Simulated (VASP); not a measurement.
The input files of a VASP run:

KPOINTS:
```
Regular mesh
0
gamma
  11 11 6
0 0 0
```

### INCAR
```
SYSTEM = BeO
PREC = Accurate
ENCUT = 400
EDIFF = 1E-6
NELM = 100
ALGO = Normal
LREAL = .FALSE.
LASPH = .TRUE.
ISMEAR = -1
SIGMA = 0.02
GGA = PE
LWAVE = .FALSE.
LCHARG = .FALSE.
ISIF = 2
```

File POSCAR:
```
BeO
4.376020
  0.6156918844   0.0000000000   0.0000000000
 -0.3078459422   0.5332048300   0.0000000000
  0.0000000000   0.0000000000   1.0000000000
Be O
2 2
Cart
 -0.0000003078   0.3554700644   0.0001600000
  0.3078462500   0.1777347656   0.5001600000
 -0.0000003078   0.3554700644   0.3773400000
  0.3078462500   0.1777347656   0.8773400000
```

POTCAR, in this order: Be O (PBE.64 set). Program: vasp_std.

Q: Write an equivalent input for Ansatz.

A: One equivalent input (not run):
Ansatz 0.2 input:
```yaml
crystal:
  lattice:
    - [2.6942800, 0.0000000, 0.0000000]
    - [-1.3471400, 2.3333150, 0.0000000]
    - [0.0000000, 0.0000000, 4.3760200]
  atoms:
    - { symbol: Be, position: [0.3333330, 0.6666670, 0.0001600] }
    - { symbol: Be, position: [0.6666670, 0.3333330, 0.5001600] }
    - { symbol: O, position: [0.3333330, 0.6666670, 0.3773400] }
    - { symbol: O, position: [0.6666670, 0.3333330, 0.8773400] }
kpoints:
  mp_grid: { grid: [11, 11, 6] }
hamiltonian:
  xc: pbe
  pseudopotentials: { kind: paw }
scf:
  occupations: { method: fermi_dirac, width: 0.02 }
  max_iter: 100
output: { forces: true, stress: true, eigenvalues: true }
```
What does not carry over: each code has its own PAW files, so the cut-off isn't converted (ENCUT is set for VASP's; basis.ecutwfc is left out, and Ansatz then takes the one that its files recommend); Ansatz stops its SCF on the density residual and VASP on the energy change (EDIFF).

The structure comes from a computed database's BeO entry; how it stands against other phases isn't given here. The cell was not relaxed at this level.
